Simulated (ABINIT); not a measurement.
The system is TiAl.

```xyz
2
Lattice="2.8673 0.0000 0.0000 -1.4336 2.4831 0.0000 0.0000 0.0000 4.6781" Properties=species:S:1:pos:R:3 pbc="T T T"
Ti    0.0000    0.0000    0.0000
Al    0.0000    1.6554    2.3390
```

The cell comes from a database or a generator and needn't be the stable form of this composition.

```yaml
Program: ABINIT 10.8.3 (patched build)
Task: single point
Functional: PBEsol
Potentials_or_basis: PseudoDojo NC SR PBEsol v0.4.1 standard
Cutoff: 1143 eV
k_mesh: 11 × 11 × 6
Occupations: fermi-dirac, width 0.05 eV
Spin: no spin polarisation
```

On this cell: pressure -2.9 GPa; largest force under 0.003 eV/Å; band gap on the k mesh none (metal or under the smearing width).

The same run follows on a disturbed copy (atoms moved at random, drawn with an rms of 0.05 Å):

```
Ti Al
1.0
     2.86726    0.00000    0.00000
    -1.43363    2.48312    0.00000
     0.00000    0.00000    4.67808
Ti Al
1 1
Direct
  0.99025 0.00486 0.01131
  0.34812 0.66269 0.51633
```

Q: What does the disturbed cell give?

A: The energy (extrapolated to zero smearing) moves by +4.3 meV/atom; pressure -2.8 GPa; largest force 0.221 eV/Å; band gap on the k mesh none (metal or under the smearing width).

Forces in eV/Å, atoms in the order of the input:
```
Ti   0.152 -0.027  0.158
Al  -0.152  0.027 -0.158
```

Stress tensor (GPa, compression positive):
```
-2.70  1.30  0.07
 1.30 -1.95 -0.01
 0.07 -0.01 -3.75
```
